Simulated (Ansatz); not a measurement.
# Nickel, bcc under revPBE: ground state and equation of state, part 2 of 2

The plan for nickel in the bcc structure: relax it, solve it on a dense k-mesh, then scale the cell to 7 volumes from 88 to 112 % of the relaxed one and try a fit of the equation of state. The start is ferromagnetic. The k-meshes are 16×16×16 for the relaxation; 26×26×26 for the dense run; 18×18×18 for the volumes.

Ansatz 0.2.0; DFT, revPBE, plane waves (420 eV) with PAW, scalar-relativistic.

### Step 3. Dense single point

This is Ni in the bcc structure; at room conditions it is fcc.

File input.yaml:

```yaml
crystal:
  lattice:
    - [-1.4102138889, 1.4102138889, 1.4102138889]
    - [1.4102138889, -1.4102138889, 1.4102138889]
    - [1.4102138889, 1.4102138889, -1.4102138889]
  atoms:
    - { symbol: Ni, position: [0.0, 0.0, 0.0], spin: 0.597 }
hamiltonian:
  xc: revpbe
  pseudopotentials:
    kind: paw
    azcp:
      Ni: "pseudopotentials/Ni.paw.azcp"
basis:
  ecutwfc: 420
  fft_grid_basis: typed
kpoints:
  mp_grid: { grid: [26, 26, 26], shift: [0, 0, 0] }
magnetization:
  spin_polarized: true
scf:
  occupations: { method: fermi_dirac, width: 0.05 }
```

What it wrote, shortened:

```text
Warning: RAYON_NUM_THREADS=2 ignored (pool sized by the plan → 2); use --threads N
[...]
Pseudopotentials: kind: paw
Pseudopotential: Ni, paw, valence charge 18, recommended cutoff 420 eV (normal), <dir>
Functional definition: revPBE
[...]
Crystal: 1 atoms, lattice volume = 11.218 Å³
Basis set: ecut = 420 eV, 225 PW (Γ)
Bands: 14, of which v1, the nominal top of the filled ones, is band 9 counted from 1 (8 counted from 0)
Symmetry: 48 space group operations
Space group: Im-3m (ITA 229), of the structure as read, at distance tolerance 2.2e-5 Å
Magnetic group: BNS 229.140 (UNI 1642), of the structure as read, at distance tolerance 2.2e-5 Å
k-points: 511 of 17576
[...]
Starting moments: Σ|m| = 0.597 μB on 1 of 1 site
[...]
SCF iter   1: F=—  HF=-5842.357830 eV  |F-HF|=—  |Δ(HF+E_count)|=         —  Δρ=7.65e-2 (↑1.20e-2 ↓7.65e-2)  dr2=3.96e-1  dr2_m=1.67e-1  M=0.750 μB ∫|m|=0.790 μB  β_m=0.30  ethr=2.17e-3  ⟨swp⟩=1.0  Hψ=96913  notcnv=0
[...]
SCF iter  10: F=-5843.204222 eV  HF=-5843.204222 eV  |F-HF|=8.29e-10  |Δ(HF+E_count)|=  7.58e-10  Δρ=3.10e-6 (↑9.57e-7 ↓3.10e-6)  dr2=1.07e-9  dr2_m=1.30e-10  M=0.572 μB ∫|m|=0.647 μB  ethr=9.26e-11  ⟨swp⟩=1.1  Hψ=36823  notcnv=0
[...]
SCF converged after 10 iterations
Magnetization: 0.5721 μB (9.2860 up, 8.7140 down)
Absolute magnetization: 0.6480 μB (∫|ρ↑−ρ↓|, with the PAW one-centre terms)
Spin contamination: 0.0067 ħ² per cell (⟨S²⟩ above its minimum at these occupations)
Per-site moments (μB) at R_I (Å): [(0.606621196427575, 1.0075568683595628)]
Free energy (F): -5843.204222 eV
[...]
E sigma→0 (E₀):  -5843.197749 eV
Entropy (-TS):   -0.012946 eV (-12.946 meV/atom)
Fermi energy:    17.473101 eV
[...]
```

It took 8.3 s on 2 threads of an Arm CPU, shared host; peak memory 0.39 GiB.

### Step 4. At 88 % of the relaxed volume

File input.yaml:

```yaml
crystal:
  lattice:
    - [-1.351385366, 1.351385366, 1.351385366]
    - [1.351385366, -1.351385366, 1.351385366]
    - [1.351385366, 1.351385366, -1.351385366]
  atoms:
    - { symbol: Ni, position: [0.0, 0.0, 0.0], spin: 0.607 }
hamiltonian:
  xc: revpbe
  pseudopotentials:
    kind: paw
    azcp:
      Ni: "pseudopotentials/Ni.paw.azcp"
basis:
  ecutwfc: 420
  fft_grid_basis: typed
kpoints:
  mp_grid: { grid: [18, 18, 18], shift: [0, 0, 0] }
magnetization:
  spin_polarized: true
scf:
  occupations: { method: fermi_dirac, width: 0.05 }
  lower_state_search: "off"
output:
  stress: true
```

What it wrote, shortened:

```text
Warning: RAYON_NUM_THREADS=2 ignored (pool sized by the plan → 2); use --threads N
[...]
[... 3 set-up lines as earlier in the session ...]
[...]
Crystal: 1 atoms, lattice volume = 9.872 Å³
Basis set: ecut = 420 eV, 201 PW (Γ)
Bands: 14, of which v1, the nominal top of the filled ones, is band 9 counted from 1 (8 counted from 0)
[... 1 set-up line as earlier in the session ...]
Space group: Im-3m (ITA 229), of the structure as read, at distance tolerance 2.1e-5 Å
Magnetic group: BNS 229.140 (UNI 1642), of the structure as read, at distance tolerance 2.1e-5 Å
k-points: 195 of 5832
[...]
Starting moments: Σ|m| = 0.607 μB on 1 of 1 site
[...]
SCF iter  24: F=-5843.086910 eV  HF=-5843.086910 eV  |F-HF|=2.73e-11  |Δ(HF+E_count)|=   2.72e-9  Δρ=1.44e-6 (↑1.44e-6 ↓1.30e-6)  dr2=1.26e-12  dr2_m=1.68e-10  M=0.508 μB ∫|m|=0.561 μB  ethr=1.00e-12  ⟨swp⟩=1.3  Hψ=16265  notcnv=0
[...]
SCF converged after 24 iterations
Magnetization: 0.5078 μB (9.2539 up, 8.7461 down)
Absolute magnetization: 0.5620 μB (∫|ρ↑−ρ↓|, with the PAW one-centre terms)
Spin contamination: 0.0044 ħ² per cell (⟨S²⟩ above its minimum at these occupations)
Per-site moments (μB) at R_I (Å): [(0.5329680510874265, 0.9655255972382883)]
Free energy (F): -5843.086910 eV
[...]
E sigma→0 (E₀):  -5843.080083 eV
Entropy (-TS):   -0.013655 eV (-13.655 meV/atom)
Fermi energy:    20.444108 eV
[...]
--- Stress (GPa, compression-positive) ---
       31.258975      -0.000000      -0.000000
        0.000000      31.258975       0.000000
        0.000000      -0.000000      31.258975
  P = ⅓ Tr σ = 31.2590 GPa (312.590 kbar)
```

It took 6.4 s on 2 threads of an Arm CPU, shared host; peak memory 0.27 GiB.

### Step 5. At 92 % of the relaxed volume

Changes to input.yaml since step 4:

```diff
@@ -2,5 +2,5 @@
   lattice:
-    - [-1.351385366, 1.351385366, 1.351385366]
-    - [1.351385366, -1.351385366, 1.351385366]
-    - [1.351385366, 1.351385366, -1.351385366]
+    - [-1.371558271, 1.371558271, 1.371558271]
+    - [1.371558271, -1.371558271, 1.371558271]
+    - [1.371558271, 1.371558271, -1.371558271]
   atoms:
```

What it wrote, shortened:

```text
Warning: RAYON_NUM_THREADS=2 ignored (pool sized by the plan → 2); use --threads N
[...]
[... 3 set-up lines as earlier in the session ...]
[...]
Crystal: 1 atoms, lattice volume = 10.321 Å³
Basis set: ecut = 420 eV, 201 PW (Γ)
Bands: 14, of which v1, the nominal top of the filled ones, is band 9 counted from 1 (8 counted from 0)
[... 2 set-up lines as earlier in the session ...]
Magnetic group: BNS 229.140 (UNI 1642), of the structure as read, at distance tolerance 2.2e-5 Å
k-points: 195 of 5832
[...]
Starting moments: Σ|m| = 0.607 μB on 1 of 1 site
[...]
SCF iter   1: F=—  HF=-5843.143099 eV  |F-HF|=—  |Δ(HF+E_count)|=         —  Δρ=2.28e-2 (↑2.03e-2 ↓2.28e-2)  dr2=6.24e-2  dr2_m=5.23e-3  M=0.504 μB ∫|m|=0.520 μB  β_m=0.30  ethr=3.54e-4  ⟨swp⟩=1.0  Hψ=37247  notcnv=0
[...]
spin-set hold released at iteration 10 (site moments contracting): the magnetisation degrees of freedom join the quasi-Newton model from the next iteration; the mixer history was flushed
[...]
SCF iter  16: F=-5843.155885 eV  HF=-5843.155885 eV  |F-HF|=1.03e-9  |Δ(HF+E_count)|=   1.97e-7  Δρ=5.77e-6 (↑4.78e-6 ↓5.77e-6)  dr2=3.22e-10  dr2_m=2.23e-9  M=0.549 μB ∫|m|=0.612 μB  ethr=1.47e-10  ⟨swp⟩=2.3  Hψ=18364  notcnv=0
[...]
SCF converged after 16 iterations
Magnetization: 0.5490 μB (9.2745 up, 8.7255 down)
Absolute magnetization: 0.6124 μB (∫|ρ↑−ρ↓|, with the PAW one-centre terms)
Spin contamination: 0.0052 ħ² per cell (⟨S²⟩ above its minimum at these occupations)
Per-site moments (μB) at R_I (Å): [(0.57823538205671, 0.9799385520017458)]
Free energy (F): -5843.155885 eV
[...]
E sigma→0 (E₀):  -5843.149308 eV
Entropy (-TS):   -0.013154 eV (-13.154 meV/atom)
Fermi energy:    19.370425 eV
[...]
--- Stress (GPa, compression-positive) ---
       18.453204      -0.000000       0.000000
       -0.000000      18.453204       0.000000
        0.000000      -0.000000      18.453204
  P = ⅓ Tr σ = 18.4532 GPa (184.532 kbar)
```

Wall time 4.4 s (2 threads of an Arm CPU, shared host); peak memory 0.28 GiB.

### Step 6. At 96 % of the relaxed volume

Changes to input.yaml since step 5:

```diff
@@ -2,5 +2,5 @@
   lattice:
-    - [-1.371558271, 1.371558271, 1.371558271]
-    - [1.371558271, -1.371558271, 1.371558271]
-    - [1.371558271, 1.371558271, -1.371558271]
+    - [-1.3911546081, 1.3911546081, 1.3911546081]
+    - [1.3911546081, -1.3911546081, 1.3911546081]
+    - [1.3911546081, 1.3911546081, -1.3911546081]
   atoms:
```

What it wrote, shortened:

```text
Warning: RAYON_NUM_THREADS=2 ignored (pool sized by the plan → 2); use --threads N
[...]
[... 3 set-up lines as earlier in the session ...]
[...]
Crystal: 1 atoms, lattice volume = 10.769 Å³
Basis set: ecut = 420 eV, 201 PW (Γ)
Bands: 14, of which v1, the nominal top of the filled ones, is band 9 counted from 1 (8 counted from 0)
[... 2 set-up lines as earlier in the session ...]
Magnetic group: BNS 229.140 (UNI 1642), of the structure as read, at distance tolerance 2.2e-5 Å
k-points: 195 of 5832
[...]
Starting moments: Σ|m| = 0.607 μB on 1 of 1 site
[...]
SCF iter   1: F=—  HF=-5843.184322 eV  |F-HF|=—  |Δ(HF+E_count)|=         —  Δρ=2.71e-2 (↑2.71e-2 ↓2.38e-2)  dr2=1.09e-1  dr2_m=5.98e-3  M=0.524 μB ∫|m|=0.540 μB  β_m=0.30  ethr=6.18e-4  ⟨swp⟩=1.0  Hψ=37091  notcnv=0
[...]
spin-set hold released at iteration 8 (site moments contracting): the magnetisation degrees of freedom join the quasi-Newton model from the next iteration; the mixer history was flushed
[...]
SCF iter  14: F=-5843.192693 eV  HF=-5843.192693 eV  |F-HF|=4.75e-10  |Δ(HF+E_count)|=   8.55e-8  Δρ=5.00e-6 (↑2.84e-6 ↓5.00e-6)  dr2=1.48e-9  dr2_m=8.48e-10  M=0.567 μB ∫|m|=0.637 μB  ethr=9.51e-12  ⟨swp⟩=1.6  Hψ=16857  notcnv=0
[...]
SCF converged after 14 iterations
Magnetization: 0.5673 μB (9.2837 up, 8.7163 down)
Absolute magnetization: 0.6378 μB (∫|ρ↑−ρ↓|, with the PAW one-centre terms)
Spin contamination: 0.0059 ħ² per cell (⟨S²⟩ above its minimum at these occupations)
Per-site moments (μB) at R_I (Å): [(0.5996197160048716, 0.9939395657452675)]
Free energy (F): -5843.192693 eV
[...]
E sigma→0 (E₀):  -5843.186039 eV
Entropy (-TS):   -0.013306 eV (-13.306 meV/atom)
Fermi energy:    18.382971 eV
[...]
--- Stress (GPa, compression-positive) ---
        8.227469       0.000000       0.000000
       -0.000000       8.227469       0.000000
        0.000000      -0.000000       8.227469
  P = ⅓ Tr σ = 8.2275 GPa (82.275 kbar)
```

Wall time 3.9 s (2 threads of an Arm CPU, shared host); peak memory 0.28 GiB.

### Step 7. At 100 % of the relaxed volume

Changes to input.yaml since step 6:

```diff
@@ -2,5 +2,5 @@
   lattice:
-    - [-1.3911546081, 1.3911546081, 1.3911546081]
-    - [1.3911546081, -1.3911546081, 1.3911546081]
-    - [1.3911546081, 1.3911546081, -1.3911546081]
+    - [-1.4102138889, 1.4102138889, 1.4102138889]
+    - [1.4102138889, -1.4102138889, 1.4102138889]
+    - [1.4102138889, 1.4102138889, -1.4102138889]
   atoms:
@@ -25 +25,5 @@
   stress: true
+  write_density: true
+  write_potential: true
+  elf: true
+  volumetric_format: npy
```

What it wrote, shortened:

```text
Warning: RAYON_NUM_THREADS=2 ignored (pool sized by the plan → 2); use --threads N
[...]
[... 3 set-up lines as earlier in the session ...]
[...]
Crystal: 1 atoms, lattice volume = 11.218 Å³
Basis set: ecut = 420 eV, 225 PW (Γ)
Bands: 14, of which v1, the nominal top of the filled ones, is band 9 counted from 1 (8 counted from 0)
[... 2 set-up lines as earlier in the session ...]
Magnetic group: BNS 229.140 (UNI 1642), of the structure as read, at distance tolerance 2.2e-5 Å
k-points: 195 of 5832
[...]
Starting moments: Σ|m| = 0.607 μB on 1 of 1 site
[...]
SCF converged after 13 iterations
Magnetization: 0.5807 μB (9.2904 up, 8.7096 down)
Absolute magnetization: 0.6575 μB (∫|ρ↑−ρ↓|, with the PAW one-centre terms)
Spin contamination: 0.0066 ħ² per cell (⟨S²⟩ above its minimum at these occupations)
Per-site moments (μB) at R_I (Å): [(0.6156858662024782, 1.0075568683595628)]
Free energy (F): -5843.203956 eV
[...]
E sigma→0 (E₀):  -5843.197071 eV
Entropy (-TS):   -0.013771 eV (-13.771 meV/atom)
Fermi energy:    17.473930 eV
[...]
--- Stress (GPa, compression-positive) ---
        0.129088      -0.000000      -0.000000
        0.000000       0.129088      -0.000000
        0.000000      -0.000000       0.129088
  P = ⅓ Tr σ = 0.1291 GPa (1.291 kbar)
--- Band table (eV; the first three rows and the last of 390) ---
  k-point 0 ↑: bands = ["-86.0105", "-46.2277", "-46.2277", "-46.2277", "8.6942", "15.2113", "15.2113", "15.2113", "16.5854", "16.5854", "43.3647", "43.3647", "43.3647", "47.8960"]
[...]
```

Run time: 4.6 s. Hardware: 2 threads of an Arm CPU, shared host; peak memory 0.29 GiB.

Axes a, b and c in the maps are those of this run's conventional cell (a, b, c = 2.820, 2.820, 2.820 Å).

Density in a lattice plane of the grid's cell (edges 2.82 and 2.82 Å, at 0.000 of the third edge), which holds Ni. It is the smooth density of the valence electrons, not physical close to the nuclei.

Values in e/Å³, 12 rows by 12 columns:
```
36.93 23.24  7.51  1.47  0.47  0.27  0.22  0.27  0.47  1.47  7.46 23.17
11.28  7.51  2.86  0.78  0.36  0.25  0.22  0.25  0.36  0.78  2.84  7.46
 1.93  1.47  0.78  0.40  0.28  0.23  0.22  0.23  0.28  0.40  0.78  1.47
 0.54  0.47  0.36  0.28  0.24  0.23  0.22  0.22  0.24  0.28  0.36  0.47
 0.28  0.27  0.25  0.23  0.23  0.22  0.22  0.22  0.22  0.23  0.25  0.27
 0.23  0.22  0.22  0.22  0.22  0.22  0.23  0.22  0.22  0.22  0.22  0.22
 0.28  0.27  0.25  0.23  0.22  0.22  0.22  0.22  0.23  0.23  0.25  0.27
 0.54  0.47  0.36  0.28  0.24  0.22  0.22  0.23  0.24  0.28  0.36  0.47
 1.93  1.47  0.78  0.40  0.28  0.23  0.22  0.23  0.28  0.40  0.78  1.47
11.28  7.46  2.84  0.78  0.36  0.25  0.22  0.25  0.36  0.78  2.86  7.51
36.93 23.17  7.46  1.47  0.47  0.27  0.22  0.27  0.47  1.47  7.51 23.24
60.75 36.93 11.28  1.93  0.54  0.28  0.23  0.28  0.54  1.93 11.28 36.93
```
Columns run along the first of these edges and rows up along the second, over one cell in 12 and 12 even steps from the bottom left corner. Atoms in the plane (fractional): Ni at (0.00, 0.00).

Spin density (up less down) in a lattice plane of the grid's cell (edges 2.82 and 2.82 Å, at 0.000 of the third edge), which holds Ni.

Values in e/Å³, 12 rows by 12 columns:
```
 1.49  0.95  0.27  0.03  0.00 -0.01 -0.01 -0.01  0.00  0.03  0.26  0.95
 0.33  0.27  0.12  0.02  0.00 -0.01 -0.01 -0.01  0.00  0.02  0.12  0.26
 0.03  0.03  0.02  0.00  0.00 -0.01 -0.01 -0.01  0.00  0.01  0.02  0.03
 0.00  0.00  0.00  0.00 -0.01 -0.01 -0.01 -0.01 -0.01  0.00  0.00  0.00
-0.01 -0.01 -0.01 -0.01 -0.01 -0.01 -0.01 -0.01 -0.01 -0.01 -0.01 -0.01
-0.01 -0.01 -0.01 -0.01 -0.01 -0.01 -0.01 -0.01 -0.01 -0.01 -0.01 -0.01
-0.01 -0.01 -0.01 -0.01 -0.01 -0.01 -0.01 -0.01 -0.01 -0.01 -0.01 -0.01
 0.00  0.00  0.00  0.00 -0.01 -0.01 -0.01 -0.01 -0.01  0.00  0.00  0.00
 0.03  0.03  0.02  0.01  0.00 -0.01 -0.01 -0.01  0.00  0.00  0.02  0.03
 0.33  0.26  0.12  0.02  0.00 -0.01 -0.01 -0.01  0.00  0.02  0.12  0.27
 1.49  0.95  0.26  0.03  0.00 -0.01 -0.01 -0.01  0.00  0.03  0.27  0.95
 2.60  1.49  0.33  0.03  0.00 -0.01 -0.01 -0.01  0.00  0.03  0.33  1.49
```
Columns run along the first of these edges and rows up along the second, over one cell in 12 and 12 even steps from the bottom left corner. Atoms in the plane (fractional): Ni at (0.00, 0.00).

### Step 8. At 104 % of the relaxed volume

Changes to input.yaml since step 7:

```diff
@@ -2,5 +2,5 @@
   lattice:
-    - [-1.4102138889, 1.4102138889, 1.4102138889]
-    - [1.4102138889, -1.4102138889, 1.4102138889]
-    - [1.4102138889, 1.4102138889, -1.4102138889]
+    - [-1.428771463, 1.428771463, 1.428771463]
+    - [1.428771463, -1.428771463, 1.428771463]
+    - [1.428771463, 1.428771463, -1.428771463]
   atoms:
@@ -25,5 +25 @@
   stress: true
-  write_density: true
-  write_potential: true
-  elf: true
-  volumetric_format: npy
```

What it wrote, shortened:

```text
Warning: RAYON_NUM_THREADS=2 ignored (pool sized by the plan → 2); use --threads N
[...]
[... 3 set-up lines as earlier in the session ...]
[...]
Crystal: 1 atoms, lattice volume = 11.667 Å³
Basis set: ecut = 420 eV, 225 PW (Γ)
Bands: 14, of which v1, the nominal top of the filled ones, is band 9 counted from 1 (8 counted from 0)
[... 1 set-up line as earlier in the session ...]
Space group: Im-3m (ITA 229), of the structure as read, at distance tolerance 2.3e-5 Å
Magnetic group: BNS 229.140 (UNI 1642), of the structure as read, at distance tolerance 2.3e-5 Å
k-points: 195 of 5832
[...]
Starting moments: Σ|m| = 0.607 μB on 1 of 1 site
[...]
spin-set hold released at iteration 4 (site moments contracting): the magnetisation degrees of freedom join the quasi-Newton model from the next iteration; the mixer history was flushed
[...]
SCF iter  11: F=-5843.195011 eV  HF=-5843.195011 eV  |F-HF|=2.56e-10  |Δ(HF+E_count)|=   6.17e-9  Δρ=2.28e-6 (↑1.84e-6 ↓2.28e-6)  dr2=2.49e-10  dr2_m=3.31e-10  M=0.593 μB ∫|m|=0.675 μB  ethr=3.13e-10  ⟨swp⟩=2.6  Hψ=17103  notcnv=0
[...]
SCF converged after 11 iterations
Magnetization: 0.5930 μB (9.2965 up, 8.7035 down)
Absolute magnetization: 0.6756 μB (∫|ρ↑−ρ↓|, with the PAW one-centre terms)
Spin contamination: 0.0072 ħ² per cell (⟨S²⟩ above its minimum at these occupations)
Per-site moments (μB) at R_I (Å): [(0.6303827291157728, 1.0208157161072131)]
Free energy (F): -5843.195011 eV
[...]
E sigma→0 (E₀):  -5843.187821 eV
Entropy (-TS):   -0.014380 eV (-14.380 meV/atom)
Fermi energy:    16.635131 eV
[...]
--- Stress (GPa, compression-positive) ---
       -6.267020       0.000000       0.000000
        0.000000      -6.267020       0.000000
       -0.000000       0.000000      -6.267020
  P = ⅓ Tr σ = -6.2670 GPa (-62.670 kbar)
```

It took 3.5 s on 2 threads of an Arm CPU, shared host; peak memory 0.28 GiB.

### Step 9. At 108 % of the relaxed volume

Changes to input.yaml since step 8:

```diff
@@ -2,5 +2,5 @@
   lattice:
-    - [-1.428771463, 1.428771463, 1.428771463]
-    - [1.428771463, -1.428771463, 1.428771463]
-    - [1.428771463, 1.428771463, -1.428771463]
+    - [-1.4468590978, 1.4468590978, 1.4468590978]
+    - [1.4468590978, -1.4468590978, 1.4468590978]
+    - [1.4468590978, 1.4468590978, -1.4468590978]
   atoms:
@@ -25 +25,5 @@
   stress: true
+  write_density: true
+  write_potential: true
+  elf: true
+  volumetric_format: npy
```

What it wrote, shortened:

```text
Warning: RAYON_NUM_THREADS=2 ignored (pool sized by the plan → 2); use --threads N
[...]
[... 3 set-up lines as earlier in the session ...]
[...]
Crystal: 1 atoms, lattice volume = 12.115 Å³
Basis set: ecut = 420 eV, 225 PW (Γ)
Bands: 14, of which v1, the nominal top of the filled ones, is band 9 counted from 1 (8 counted from 0)
[... 2 set-up lines as earlier in the session ...]
Magnetic group: BNS 229.140 (UNI 1642), of the structure as read, at distance tolerance 2.3e-5 Å
k-points: 195 of 5832
[...]
Starting moments: Σ|m| = 0.607 μB on 1 of 1 site
[...]
SCF converged after 14 iterations
Magnetization: 0.6045 μB (9.3023 up, 8.6977 down)
Absolute magnetization: 0.6928 μB (∫|ρ↑−ρ↓|, with the PAW one-centre terms)
Spin contamination: 0.0079 ħ² per cell (⟨S²⟩ above its minimum at these occupations)
Per-site moments (μB) at R_I (Å): [(0.6442060947465617, 1.0337388058729327)]
Free energy (F): -5843.170126 eV
[...]
E sigma→0 (E₀):  -5843.162608 eV
Entropy (-TS):   -0.015037 eV (-15.037 meV/atom)
Fermi energy:    15.859186 eV
[...]
--- Stress (GPa, compression-positive) ---
      -11.306918      -0.000000      -0.000000
       -0.000000     -11.306918      -0.000000
        0.000000       0.000000     -11.306918
  P = ⅓ Tr σ = -11.3069 GPa (-113.069 kbar)
--- Band table (eV; the first three rows and the last of 390) ---
  k-point 0 ↑: bands = ["-87.5433", "-47.7888", "-47.7888", "-47.7888", "7.5782", "13.7419", "13.7419", "13.7419", "14.9852", "14.9852", "40.9661", "40.9661", "40.9661", "45.0501"]
[...]
```

Run time: 6.2 s. Hardware: 2 threads of an Arm CPU, shared host; peak memory 0.29 GiB.

### Step 10. At 112 % of the relaxed volume

Changes to input.yaml since step 9:

```diff
@@ -2,5 +2,5 @@
   lattice:
-    - [-1.4468590978, 1.4468590978, 1.4468590978]
-    - [1.4468590978, -1.4468590978, 1.4468590978]
-    - [1.4468590978, 1.4468590978, -1.4468590978]
+    - [-1.4645054601, 1.4645054601, 1.4645054601]
+    - [1.4645054601, -1.4645054601, 1.4645054601]
+    - [1.4645054601, 1.4645054601, -1.4645054601]
   atoms:
@@ -25,5 +25 @@
   stress: true
-  write_density: true
-  write_potential: true
-  elf: true
-  volumetric_format: npy
```

What it wrote, shortened:

```text
Warning: RAYON_NUM_THREADS=2 ignored (pool sized by the plan → 2); use --threads N
[...]
[... 3 set-up lines as earlier in the session ...]
[...]
Crystal: 1 atoms, lattice volume = 12.564 Å³
Basis set: ecut = 420 eV, 225 PW (Γ)
Bands: 14, of which v1, the nominal top of the filled ones, is band 9 counted from 1 (8 counted from 0)
[... 2 set-up lines as earlier in the session ...]
Magnetic group: BNS 229.140 (UNI 1642), of the structure as read, at distance tolerance 2.3e-5 Å
k-points: 195 of 5832
[...]
Starting moments: Σ|m| = 0.607 μB on 1 of 1 site
[...]
spin-set hold released at iteration 7 (site moments contracting): the magnetisation degrees of freedom join the quasi-Newton model from the next iteration; the mixer history was flushed
[...]
SCF iter  13: F=-5843.132692 eV  HF=-5843.132692 eV  |F-HF|=5.48e-10  |Δ(HF+E_count)|=   2.35e-9  Δρ=5.12e-6 (↑2.05e-6 ↓5.12e-6)  dr2=3.97e-10  dr2_m=1.46e-9  M=0.615 μB ∫|m|=0.708 μB  ethr=5.56e-10  ⟨swp⟩=3.8  Hψ=16337  notcnv=0
[...]
SCF converged after 13 iterations
Magnetization: 0.6149 μB (9.3075 up, 8.6925 down)
Absolute magnetization: 0.7085 μB (∫|ρ↑−ρ↓|, with the PAW one-centre terms)
Spin contamination: 0.0087 ħ² per cell (⟨S²⟩ above its minimum at these occupations)
Per-site moments (μB) at R_I (Å): [(0.656720653702892, 1.0463466192527846)]
Free energy (F): -5843.132692 eV
[...]
E sigma→0 (E₀):  -5843.124842 eV
Entropy (-TS):   -0.015700 eV (-15.700 meV/atom)
Fermi energy:    15.139406 eV
[...]
--- Stress (GPa, compression-positive) ---
      -15.264560       0.000000       0.000000
       -0.000000     -15.264560      -0.000000
        0.000000       0.000000     -15.264560
  P = ⅓ Tr σ = -15.2646 GPa (-152.646 kbar)
```

Wall time 3.5 s (2 threads of an Arm CPU, shared host); peak memory 0.29 GiB.

### Step 11. Fitting the volumes

All volumes keep the relaxed shape and fractional coordinates.

```csv
V (Å³/atom),E − E₀ (meV/atom),P from the stress (GPa),P from the fit (GPa),largest moment (μB)
9.872,117.0,31.26,31.54,0.53
10.321,47.7,18.45,18.45,0.58
10.769,11.0,8.23,8.16,0.60
11.218,0.0,0.13,0.04,0.62
11.667,9.2,-6.27,-6.37,0.63
12.115,34.4,-11.31,-11.43,0.64
12.564,72.2,-15.26,-15.41,0.66
```

A third-order Birch-Murnaghan fit gives V₀ = 11.220 Å³/atom, B₀ = 180 GPa and B₀′ = 4.9; it misses no point by more than 0.03 meV/atom.

### Step 12. Summary of results

This closing draws on all 2 parts.

| quantity | value |
| --- | --- |
| space group (spins left aside) | Im-3m (No. 229) |
| conventional cell | a = 2.820 Å |
| volume | 11.218 Å³/atom |
| shortest distance | 2.443 Å |
| gap on the mesh | none (levels filled in part) |
| magnetic state | ferromagnetic, up to 0.61 μB per atom |
| relative to fcc, ferromagnetic | +97 meV/atom |
| V₀, B₀, B₀′ | 11.220 Å³/atom, 180 GPa, 4.9 |

In words: From the guessed start the volume grew by 2.5 % in 5 steps. It lies 97 meV/atom above the element's reference form at the same level (fcc, ferromagnetic, from a run of its own). It ends ferromagnetic, with up to 0.61 μB per atom. Levels at the Fermi energy are filled in part, as in a metal. The fitted modulus is 180 GPa. The symmetry was held, so the structure may be unstable against distortions that break it.
